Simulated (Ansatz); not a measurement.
## Relaxation of SnSe2

The calculation used DFT PBEsol, scalar-relativistic, plane waves, PAW (Ansatz 0.2.0). (420 eV cutoff, 12×12×6 k-mesh, Gaussian smearing of 0.02 eV, no spin polarisation)

What was changed: uniaxial strain along a, with b, c and atoms relaxed: +2.0 %.

Command:

```bash
ansatz run input.yaml --threads 1 --pin off --max-ram 2560MiB --backend cpu --events-out ev --progress --plain --runs-dir out
```

Input:

```yaml
crystal:
  lattice:
    - [3.893797707, 0.0, 0.0]
    - [-1.9468988535, 3.2894775419, 0.0]
    - [0.0, 0.0, 6.1239024684]
  atoms:
    - { symbol: Sn, position: [0.0, 0.0, 0.0] }
    - { symbol: Se, position: [0.6666666667, 0.3333333333, 0.7421700582] }
    - { symbol: Se, position: [0.3333333333, 0.6666666667, 0.2578299418] }
basis:
  ecutwfc: 420
kpoints:
  mp_grid: { grid: [12, 12, 6] }
hamiltonian:
  xc: pbesol
scf:
  occupations: { method: gaussian, width: 0.02 }
output:
  forces: true
  stress: true
  eigenvalues: true
relax:
  adjacent_minimum: "off"
  f_tol: 0.008
  max_steps: 40
  cell: { stress_tol: 0.015, fix: [a, angles] }
```

F is the free energy. Steps run on the plane waves of an earlier cell, but the last one, and at times one on the way, on a freshly chosen basis, so a repeated geometry can differ a little in energy. The held parts of the cell keep their stress, so P needn't end at zero.

Steps:

```
step F − F(1) (eV) largest force component (eV/Å) V (Å³/atom) P (GPa)
   1         0.0000                           0.020       26.146    -0.62
   2        -0.0002                           0.022       26.082    -0.47
   3        -0.0003                           0.003       26.062    -0.55
   4        -0.0003                           0.002       26.055    -0.57
   5        -0.0003                           0.001       26.030    -0.56
   6        -0.0002                           0.001       26.030    -0.56
```

Relaxed structure:

```
CELL_PARAMETERS angstrom
3.89380 -0.00085 0.00000
-1.94762 3.29234 0.00000
0.00000 0.00000 6.09225
ATOMIC_POSITIONS crystal
Sn 0.00000 0.00000 0.00000
Se 0.66601 0.33191 0.74113
Se 0.33399 0.66809 0.25887
```

Symmetry: C2/m, No. 12, monoclinic system. Conventional cell: a = 6.584 Å, b = 3.894 Å, c = 6.092 Å, α = 90.00°, β = 90.00°, γ = 90.00°. Around Sn (site symmetry 2/m) lie 6 Se at 2.71 to 2.73 Å. Around Se (site symmetry m) lie 3 Sn at 2.71 to 2.73 Å.

The run converged. It took 8.8 min on 1 thread of Intel(R) Xeon(R) Processor @ 2.50GHz (Skylake/Cascade Lake) (shared host), peak memory 0.96 GiB.